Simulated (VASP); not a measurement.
# SnS2 (P-3m1) in VASP: further runs

One crystal, SnS2, is run at these levels: PBE+D3(BJ); tasks: relaxation of cell and atoms.

Everything below comes from runs of VASP 6.6.1. Logs are shortened: lines on timing, memory, paths and dates and some standing lists are left out, and cuts for length are marked.

### Step 1. The crystal as given

Symmetry: P-3m1, No. 164, trigonal system. The conventional cell has a = 3.639 Å, b = 3.639 Å, c = 5.868 Å, α = 90.00°, β = 90.00°, γ = 120.00°. Around Sn (site symmetry -3m) lie 6 S at 2.56 Å. S (site symmetry 3m) is surrounded by 3 Sn at 2.56 Å.

### Step 2. Relaxation of cell and atoms, PBE+D3(BJ)

The input, INCAR:

```
  PREC = Accurate
  ENCUT = 600
  EDIFF = 1E-6
  ISMEAR = 0
  SIGMA = 0.03
  LREAL = F
  LASPH = T
  NELM = 80
  ALGO = Normal
  ISIF = 3
  LWAVE = F
  LCHARG = F
  GGA = PE
  IVDW = 12
  IBRION = 2
  NSW = 90
  EDIFFG = -0.01
  KPAR = 4
```

The input, KPOINTS:

```
Automatic mesh
0
Gamma
  9 9 5
```

The input, POSCAR:

```
SnS2
1.0
    3.6390000000      0.0000000000      0.0000000000
   -1.8195000000      3.1514664400      0.0000000000
    0.0000000000      0.0000000000      5.8680000000
Sn S
1 2
Direct
    0.0000000000      0.0000000000      0.0000000000
    0.3333333300      0.6666666700      0.2500000000
    0.6666666700      0.3333333300      0.7500000000
```

Potentials or basis: VASP PAW PBE potentials, release 64 (Sn_d, S).

Started as:

```bash
> cat potpaw_PBE.64/Sn_d/POTCAR potpaw_PBE.64/S/POTCAR > POTCAR
> mpirun -np 4 vasp_std > vasp.out
```

OUTCAR:

```text
PREC = Accurate
   ENCUT = 600
   EDIFF = 1E-6
   ISMEAR = 0
   LREAL = F
   LASPH = T
   NELM = 80
   ISIF = 3
   GGA = PE
   IVDW = 12
   IBRION = 2
   NSW = 90
   EDIFFG = -0.01
 IVDW          = 12

 ion  position               nearest neighbor table
   1  0.000  0.000  0.000-   2 2.56   3 2.56   2 2.56   3 2.56   3 2.56   2 2.56
   2  0.333  0.667  0.250-   1 2.56   1 2.56   1 2.56
   3  0.667  0.333  0.750-   1 2.56   1 2.56   1 2.56

  LATTYP: Found a hexagonal cell.
 ALAT       =     3.6390000000
 C/A-ratio  =     1.6125309151

  Lattice vectors:

 A1 = (   3.6390000000,   0.0000000000,   0.0000000000)
 A2 = (  -1.8195000000,   3.1514664400,   0.0000000000)
 A3 = (   0.0000000000,   0.0000000000,   5.8680000000)

Analysis of symmetry for initial positions (statically):
=====================================================================
 Subroutine PRICEL returns:
 Original cell was already a primitive cell.

 Routine SETGRP: Setting up the symmetry group for a
 hexagonal supercell.

 Subroutine GETGRP returns: Found 12 space group operations
 (whereof 12 operations were pure point group operations)
 out of a pool of 24 trial point group operations.

The static configuration has the point symmetry D_3d.

Analysis of symmetry for dynamics (positions and initial velocities):
=====================================================================
 Subroutine PRICEL returns:
 Original cell was already a primitive cell.

 Routine SETGRP: Setting up the symmetry group for a
 hexagonal supercell.

 Subroutine GETGRP returns: Found 12 space group operations
 (whereof 12 operations were pure point group operations)
 out of a pool of 24 trial point group operations.

The dynamic configuration has the point symmetry D_3d.

 Subroutine INISYM returns: Found 12 space group operations
 (whereof 12 operations are pure point group operations),
 and found     1 'primitive' translations

----------------------------------------------------------------------------------------

                                     Primitive cell

  volume of cell :      67.2953

  direct lattice vectors                    reciprocal lattice vectors
     3.639000000  0.000000000  0.000000000     0.274800769  0.158656298  0.000000000
    -1.819500000  3.151466440  0.000000000     0.000000000  0.317312597  0.000000000
     0.000000000  0.000000000  5.868000000     0.000000000  0.000000000  0.170415815

  length of vectors
     3.639000000  3.638999996  5.868000000     0.317312597  0.317312597  0.170415815

  position of ions in fractional coordinates (direct lattice)
     0.000000000  0.000000000  0.000000000
[... 82 lines left out ...]
   EDIFFG = -.1E-01   stopping-criterion for IOM
   NSW    =     90    number of steps for IOM
   IBRION =      2    ionic relax: 0-MD 1-quasi-New 2-CG
   NFREE  =      1    steps in history (QN), initial steepest desc. (CG)
   ISIF   =      3    stress and relaxation
   ISYM   =      2    0-nonsym 1-usesym 2-fastsym
   POTIM  = 0.5000    time-step for ionic-motion
   TEBEG  =    0.0;   TEEND  =   0.0 temperature during run
   PSTRESS=    0.0 pullay stress
   NELECT =      26.0000    total number of electrons
   NUPDOWN=      -1.0000    fix difference up-down
   EMIN   =  10.00;   EMAX   =-10.00  energy-range for DOS
   EFERMI =   0.00;   METHOD = LEGACY
   ISMEAR =     0;   SIGMA  =   0.03  broadening in eV -4-tet -1-fermi 0-gaus
   EFERMI_NEDOS =   21; number of points for ismear=-14 and -15
   IALGO  =     38    algorithm
   IMIX   =      4    mixing-type and parameters
     AMIX     =   0.40;   BMIX     =  1.00
     AMIX_MAG =   1.60;   BMIX_MAG =  1.00
  volume/ion in A,a.u.               =      22.43       151.38
  Fermi-wavevector in a.u.,A,eV,Ry     =   1.192352  2.253218 19.343434  1.421702
  Thomas-Fermi vector in A             =   2.328392
   LORBIT       =      0    0 simple, 1 ext, 2 COOP (PROOUT), +10 PAW based schemes
   GGA     = PE    functional components
   LHFCALC =     F    Hartree Fock is set to
   AEXX    =    0.0000 exact exchange contribution
   IVDW    =    12    specifies the selected vdW correction
   LEPSILON=     F    determine dielectric tensor
   LRPA    =     F    only Hartree local field effects (RPA)
 conjugate gradient relaxation of ions
 non-spin polarized calculation
 Gauss-broadening in eV      SIGMA  =   0.03
  energy-cutoff  :      600.00
  volume of cell :       67.30
 maximum number of plane-waves:      2297
 NGX is ok and might be reduce to    30
   NGX = 15   NGY = 15   NGZ = 23

--------------------------------------- Ionic step        1  -------------------------------------------

 number of electron      25.9999995 magnetization

 Free energy of the ion-electron system (eV)
  ---------------------------------------------------
  ext. energy  EPLUGINS =         0.00000000
  ---------------------------------------------------
  free energy    TOTEN  =       -13.13939867 eV

  energy without entropy =      -13.13939867  energy(sigma->0) =      -13.13939867

------------------------ aborting loop because EDIFF is reached ----------------------------------------

 Edisp (eV)   -0.98983

 E8    (eV) :    -0.4043
[... 108 lines left out ...]
  FREE ENERGIE OF THE ION-ELECTRON SYSTEM (eV)
  ---------------------------------------------------
  free  energy   TOTEN  =       -14.1372333125 eV

  energy  without entropy=      -14.1372333125  energy(sigma->0) =      -14.13723331

[... ionic steps 4 to 11 ...]

--------------------------------------- Ionic step       12  -------------------------------------------

 number of electron      25.9999999 magnetization

------------------------ aborting loop because EDIFF is reached ----------------------------------------
[... 77 lines left out ...]
--------------------------------------- Ionic step       14  -------------------------------------------

 number of electron      25.9999999 magnetization

 Free energy of the ion-electron system (eV)
  ---------------------------------------------------
  ext. energy  EPLUGINS =         0.00000000
  ---------------------------------------------------
  free energy    TOTEN  =       -13.15418845 eV

  energy without entropy =      -13.15418845  energy(sigma->0) =      -13.15418845

 E-fermi :   5.0158     XC(G=0):  -9.6594

 val. band max:        4.8213416678   @ k =   0.0000   0.0000   0.0000
 cond. band min:       6.1281561430   @ k =   0.0000   0.4444   0.4000
 fundamental gap:      1.3068144752
 Fermi energy:         5.0157886200

 k-point     1 :       0.0000    0.0000    0.0000
  band No.  band energies     occupation
      1     -16.1943      2.00000
      2     -16.1943      2.00000
      3     -16.1552      2.00000
      4     -16.1290      2.00000
      5     -16.1290      2.00000
      6      -8.9801      2.00000
[... 457 lines left out ...]
      4     -16.1299      2.00000
      5     -16.1108      2.00000
      6      -8.0228      2.00000
[... 9 lines left out ...]
     16      10.6302      0.00000
     17      11.7333      0.00000

 [... further k-points ...]

------------------------ aborting loop because EDIFF is reached ----------------------------------------

 Edisp (eV)   -0.98441

 E8    (eV) :    -0.4023
[... 26 lines left out ...]
  FREE ENERGIE OF THE ION-ELECTRON SYSTEM (eV)
  ---------------------------------------------------
  free  energy   TOTEN  =       -14.1385978710 eV

  energy  without entropy=      -14.1385978710  energy(sigma->0) =      -14.13859787

 reached required accuracy - stopping structural energy minimisation
```

CONTCAR:

```text
SnS2
   1.00000000000000
     3.6672149127596669    0.0000000000000000   -0.0000000000000000
    -1.8336074563798335    3.1759012711135433    0.0000000000000000
    -0.0000000000000000    0.0000000000000002    5.8130285616238684
  Sn              S
     1     2
Direct
     0.0000000000000000    0.0000000000000000    0.0000000000000000
     0.3333333300000021    0.6666666699999979    0.2543667589496525
     0.6666666699999979    0.3333333300000021    0.7456332410503476

  0.00000000E+00  0.00000000E+00  0.00000000E+00
  0.00000000E+00  0.00000000E+00  0.00000000E+00
  0.00000000E+00  0.00000000E+00  0.00000000E+00
```

Wall time 72 s (4 MPI ranks of AMD EPYC 9R45 (Zen 5), shared host); peak memory 0.26 GiB.

What came out:

```
Free energy                            : -14.1386 eV
Relaxed volume                         : 22.57 Å³/atom
Relaxed cell                           : a = 3.667 Å, b = 3.667 Å, c = 5.813 Å, α = 90.00°, β = 90.00°, γ = 120.00°
Space group after relaxing (to 0.05 Å) : P-3m1 (No. 164)
Energy gained by relaxing              : 3.1 meV/atom
Ionic steps                            : 14
Pressure after relaxing                : 0.0 GPa
Band gap on the k mesh                 : 1.31 eV, indirect (least direct gap 1.75 eV)
Dispersion energy per atom             : -0.328 eV
```

The path:
| step | energy change (eV) | largest force (eV/Å) | pressure (GPa) | volume (Å³) |
| --- | --- | --- | --- | --- |
| 1 | 0.0000 | 0.2533 | 1.72 | 67.30 |
| 2 | -0.0012 | 0.1919 | -1.55 | 69.66 |
| 3 | -0.0080 | 0.0160 | -0.06 | 68.51 |
| 4 | -0.0080 | 0.0202 | 0.00 | 68.48 |
| 5 | -0.0082 | 0.0292 | 0.00 | 68.45 |
| 6 | -0.0085 | 0.0517 | -0.04 | 68.37 |
| 7 | -0.0087 | 0.0381 | -0.07 | 68.31 |
| 8 | -0.0091 | 0.0001 | -0.17 | 68.12 |
| 9 | -0.0092 | 0.0182 | -0.23 | 68.02 |
| 10 | -0.0093 | 0.0098 | -0.08 | 67.86 |
| 11 | -0.0093 | 0.0081 | -0.09 | 67.82 |
| 12 | -0.0094 | 0.0046 | -0.03 | 67.75 |
| 13 | -0.0094 | 0.0027 | 0.08 | 67.62 |
| 14 | -0.0094 | 0.0018 | -0.01 | 67.70 |

Final structure:
```yaml
crystal:
  lattice:
    - [3.66721, 0.00000, 0.00000]
    - [-1.83361, 3.17590, 0.00000]
    - [0.00000, 0.00000, 5.81303]
  atoms:
    - { symbol: Sn, position: [0.00000, 0.00000, 0.00000] }
    - { symbol: S, position: [0.33333, 0.66667, 0.25437] }
    - { symbol: S, position: [0.66667, 0.33333, 0.74563] }
```

Caveat: spin-orbit coupling is left out, which moves the levels of the heavy elements; an odd mesh through Γ misses points on the zone boundary, where band edges often lie. Zero-point motion and thermal expansion aren't in these numbers.

### Step 3. Relaxation of cell and atoms, PBE+D3(BJ)

This run uses another cell than the first one, of 22.57 Å³/atom, 1.006 times its volume.

Edit INCAR of step 2 so:

```diff
@@ -2,3 +2,3 @@
   ENCUT = 600
-  EDIFF = 1E-6
+  EDIFF = 1E-7
   ISMEAR = 0
@@ -16,3 +16,3 @@
   NSW = 90
-  EDIFFG = -0.01
+  EDIFFG = -0.005
   KPAR = 4
```

KPOINTS is that of step 2.

The input, POSCAR:

```
SnS2                                    
1.0
    3.6672149128      0.0000000000     -0.0000000000
   -1.8336074564      3.1759012711      0.0000000000
   -0.0000000000      0.0000000000      5.8130285616
  Sn              S             
     1     2
Direct
     0.0000000000000000    0.0000000000000000    0.0000000000000000
     0.3333333300000021    0.6666666699999979    0.2543667589496525
     0.6666666699999979    0.3333333300000021    0.7456332410503476
```

Potentials or basis: VASP PAW PBE potentials, release 64 (Sn_d, S).

Started as:

```bash
> cat potpaw_PBE.64/Sn_d/POTCAR potpaw_PBE.64/S/POTCAR > POTCAR
> mpirun -np 4 vasp_std > vasp.out
```

OUTCAR:

```text
PREC = Accurate
   ENCUT = 600
   EDIFF = 1E-7
   ISMEAR = 0
   LREAL = F
   LASPH = T
   NELM = 80
   ISIF = 3
   GGA = PE
   IVDW = 12
   IBRION = 2
   NSW = 90
   EDIFFG = -0.005
 IVDW          = 12

 ion  position               nearest neighbor table
   1  0.000  0.000  0.000-   2 2.58   3 2.58   2 2.58   3 2.58   3 2.58   2 2.58
   2  0.333  0.667  0.254-   1 2.58   1 2.58   1 2.58
   3  0.667  0.333  0.746-   1 2.58   1 2.58   1 2.58

  LATTYP: Found a hexagonal cell.
 ALAT       =     3.6672149128
 C/A-ratio  =     1.5851344139

  Lattice vectors:

 A1 = (   3.6672149128,   0.0000000000,   0.0000000000)
 A2 = (  -1.8336074564,   3.1759012711,   0.0000000000)
 A3 = (   0.0000000000,   0.0000000000,   5.8130285616)

Analysis of symmetry for initial positions (statically):
=====================================================================
 Subroutine PRICEL returns:
 Original cell was already a primitive cell.

 Routine SETGRP: Setting up the symmetry group for a
 hexagonal supercell.

 Subroutine GETGRP returns: Found 12 space group operations
[... 222 lines left out ...]
 E-fermi :   5.0381     XC(G=0):  -9.6612

 val. band max:        4.8282321560   @ k =   0.0000   0.0000   0.0000
 cond. band min:       6.1346500333   @ k =   0.0000   0.4444   0.4000
 fundamental gap:      1.3064178773
 Fermi energy:         5.0380980992

 k-point     1 :       0.0000    0.0000    0.0000
  band No.  band energies     occupation
      1     -16.1899      2.00000
      2     -16.1899      2.00000
      3     -16.1507      2.00000
      4     -16.1244      2.00000
      5     -16.1244      2.00000
      6      -8.9784      2.00000
[... 457 lines left out ...]
      4     -16.1253      2.00000
      5     -16.1062      2.00000
      6      -8.0207      2.00000
[... 9 lines left out ...]
     16      10.6363      0.00000
     17      11.7413      0.00000

 [... further k-points ...]

------------------------ aborting loop because EDIFF is reached ----------------------------------------

 Edisp (eV)   -0.98484

 E8    (eV) :    -0.4024

  FORCE on cell =-STRESS in cart. coord.  units (eV):
  Direction    XX          YY          ZZ          XY          YZ          ZX
  --------------------------------------------------------------------------------------
  -------------------------------------------------------------------------------------
  Total       0.01097     0.01097     0.00237     0.00000    -0.00000    -0.00000
  in kB       0.25968     0.25968     0.05609     0.00000    -0.00000    -0.00000
  external pressure =        0.19 kB  Pullay stress =        0.00 kB

 VOLUME and BASIS-vectors are now :
 -----------------------------------------------------------------------------
  energy-cutoff  :      600.00
  volume of cell :       67.67
      direct lattice vectors                 reciprocal lattice vectors
     3.667089438  0.000000000 -0.000000000     0.272695831  0.157441011 -0.000000000
    -1.833544719  3.175792607  0.000000000    -0.000000000  0.314882023 -0.000000000
     0.000000000  0.000000000  5.811041189     0.000000000 -0.000000000  0.172086201

 POSITION                                       TOTAL-FORCE (eV/Angst)
 -----------------------------------------------------------------------------------
      3.66709      0.00000     -0.00000         0.000000     -0.000000      0.000000
     -0.00000      2.11720      1.47805         0.000000      0.000000      0.004662
      1.83354      1.05860      4.33299        -0.000000     -0.000000     -0.004662
 -----------------------------------------------------------------------------------
    total drift:                                0.000000      0.000000      0.000000

  FREE ENERGIE OF THE ION-ELECTRON SYSTEM (eV)
  ---------------------------------------------------
  free  energy   TOTEN  =       -14.1386466911 eV

  energy  without entropy=      -14.1386466911  energy(sigma->0) =      -14.13864669

 reached required accuracy - stopping structural energy minimisation
```

OSZICAR:

```text
N       E                     dE             d eps       ncg     rms          rms(c)
DAV:   1     0.210275066424E+03    0.21028E+03   -0.13909E+04  1709   0.200E+03
[... 15 lines left out ...]
DAV:   1    -0.131538431438E+02    0.39089E-03   -0.98297E-04  2184   0.461E-01    0.354E-02
DAV:   2    -0.131538152136E+02    0.27930E-04   -0.78418E-05  2162   0.137E-01    0.175E-02
DAV:   3    -0.131538067950E+02    0.84186E-05   -0.25054E-05  2219   0.786E-02    0.446E-03
DAV:   4    -0.131538073105E+02   -0.51555E-06   -0.17372E-06  2212   0.125E-02    0.293E-03
DAV:   5    -0.131538076386E+02   -0.32807E-06   -0.97715E-08  1267   0.416E-03    0.109E-03
DAV:   6    -0.131538078895E+02   -0.25096E-06   -0.57222E-08  1003   0.257E-03    0.337E-04
DAV:   7    -0.131538078792E+02    0.10298E-07   -0.13167E-08   945   0.154E-03
   2 F= -.14138647E+02 E0= -.14138647E+02  d E =-.325050E-05
```

CONTCAR:

```text
SnS2
   1.00000000000000
     3.6670894380455010    0.0000000000000000   -0.0000000000000000
    -1.8335447190227505    3.1757926067755342    0.0000000000000000
     0.0000000000000000    0.0000000000000000    5.8110411894948042
  Sn              S
     1     2
Direct
     1.0000000000000000    0.0000000000000000    0.0000000000000000
     0.3333333300000021    0.6666666699999979    0.2543524707143575
     0.6666666699999979    0.3333333300000021    0.7456475292856425

  0.00000000E+00  0.00000000E+00  0.00000000E+00
  0.00000000E+00  0.00000000E+00  0.00000000E+00
  0.00000000E+00  0.00000000E+00  0.00000000E+00
```

It took 16 s on 4 MPI ranks of AMD EPYC 9R45 (Zen 5), shared host; peak memory 0.23 GiB.

What came out:

* Free energy: -14.1386 eV
* Relaxed volume: 22.56 Å³/atom
* Relaxed cell: a = 3.667 Å, b = 3.667 Å, c = 5.811 Å, α = 90.00°, β = 90.00°, γ = 120.00°
* Space group after relaxing (to 0.05 Å): P-3m1 (No. 164)
* Energy gained by relaxing: 0.0 meV/atom
* Ionic steps: 2
* Pressure after relaxing: 0.0 GPa
* Largest force after relaxing: 0.005 eV/Å
* Band gap on the k mesh: 1.31 eV, indirect (least direct gap 1.75 eV)
* Dispersion energy per atom: -0.328 eV

Forces in eV/Å, atoms in the order of the input:
```
Sn   0.000  0.000  0.000
S    0.000  0.000  0.005
S    0.000  0.000 -0.005
```

Final structure:
```
Sn S
1.0
     3.66709    0.00000    0.00000
    -1.83354    3.17579    0.00000
     0.00000    0.00000    5.81104
Sn S
1 2
Direct
  0.00000 0.00000 0.00000
  0.33333 0.66667 0.25435
  0.66667 0.33333 0.74565
```

Caveat: spin-orbit coupling is left out, which moves the levels of the heavy elements; an odd mesh through Γ misses points on the zone boundary, where band edges often lie.

(Part 1 of 2 ends here.)
